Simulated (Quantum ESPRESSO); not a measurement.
The system is Rh.

```
Rh
1.0
     2.73098    0.00000    0.00000
    -1.36549    2.36510    0.00000
     0.00000    0.00000    4.42849
Rh
2
Direct
  0.33333 0.66667 0.25000
  0.66667 0.33333 0.75000
```

This isn't the form of Rh at room conditions, which is fcc.

```yaml
Program: Quantum ESPRESSO 7.5
Task: phonons and electron-phonon coupling
Functional: PBE
Potentials_or_basis: GBRV 1.5 PBE
Cutoff: 612 eV
Density_cutoff: 4898 eV
k_mesh: 8 × 8 × 4
Occupations: methfessel-paxton, width 0.272 eV
Spin: no spin polarisation
Mixing_beta: 0.5
Most_SCF_iterations: 120
SCF_threshold: 4e-10 Ry
q_mesh: 4 × 4 × 2
```

The cell and the atoms were relaxed first, to 14.13 Å³/atom (a = 2.731 Å, b = 2.731 Å, c = 4.375 Å, α = 90.00°, β = 90.00°, γ = 120.00°), and the response was taken there.

```
Rh
1.0
     2.73064    0.00000    0.00000
    -1.36532    2.36480    0.00000
     0.00000    0.00000    4.37521
Rh
2
Direct
  0.33333 0.66667 0.25000
  0.66667 0.33333 0.75000
```

Levels for the coupling come from a 24 × 24 × 12 mesh; ten broadenings of the double delta from 0.07 to 0.68 eV; Tc from the McMillan formula in the Allen-Dynes form.

Question: How strong is the electron-phonon coupling, and what superconducting temperature follows?

Answer: Over broadenings from 0.27 to 0.54 eV, λ lies between 0.49 and 0.56 and ω_log near 212 K, which gives Tc from 2.4 to 3.9 K at μ* = 0.10 and from 1.4 to 2.6 K at μ* = 0.13.

Electron-phonon coupling by broadening of the double delta (levels on a 24 × 24 × 12 mesh):
```
broadening (eV)     λ  N(E_F) (states/eV a spin and cell)  ω_log (K)  Tc, μ* 0.10 (K)  Tc, μ* 0.13 (K)
           0.07  0.71                               1.649        213              7.5              5.8
           0.14  0.62                               1.681        210              5.4              3.9
           0.20  0.59                               1.727        210              4.5              3.1
           0.27  0.56                               1.749        211              3.9              2.6
           0.34  0.54                               1.748        211              3.4              2.2
           0.41  0.52                               1.728        212              3.0              1.9
           0.48  0.51                               1.694        212              2.7              1.7
           0.54  0.49                               1.654        212              2.4              1.4
           0.61  0.48                               1.611        213              2.2              1.3
           0.68  0.47                               1.568        213              2.0              1.1
```

Phonon frequencies at the corners of the path (cm⁻¹, interpolated; i marks imaginary ones):
```
point              frequencies
    Γ        0 0 0 140 140 239
    M  119 137 187 195 210 229
    K  165 174 174 175 175 219
    A  105 105 105 105 190 190
    L  151 151 161 161 220 220
    H  122 122 189 189 208 208
```

Coupling and linewidth of each mode at the computed q points (broadening 0.27 eV):
```csv
q,cm⁻¹,λ of the modes,linewidths (GHz)
"(0.00, 0.00, -0.50)",105 105 105 105 190 190,0.09 0.08 0.08 0.08 0.04 0.04,19 18 18 19 31 32
"(0.00, 0.25, 0.00)",69 92 159 172 189 222,0.21 0.10 0.06 0.07 0.10 0.07,20 18 31 45 73 67
"(0.00, 0.25, -0.50)",135 135 135 135 215 215,0.11 0.11 0.08 0.08 0.05 0.05,40 39 29 30 46 48
"(0.00, -0.50, 0.00)",119 137 187 195 210 229,0.08 0.13 0.08 0.09 0.07 0.06,24 49 56 66 65 63
"(0.00, -0.50, -0.50)",151 151 161 161 220 220,0.09 0.08 0.07 0.07 0.08 0.08,40 37 36 39 80 79
"(0.25, 0.25, 0.00)",134 150 171 193 194 219,0.13 0.09 0.12 0.10 0.08 0.08,49 42 68 78 64 75
"(0.25, 0.25, -0.50)",123 123 175 175 219 219,0.17 0.17 0.09 0.09 0.06 0.06,53 52 59 56 61 62
```

The smallest broadenings aren't converged on these meshes, and μ* is assumed, not computed; spin fluctuations are left out.

Caveat: the k mesh is coarse; the mesh is thin for the phonons of a metal; λ from interpolated matrix elements is rough: modes that symmetry makes equal can differ by tens of percent.
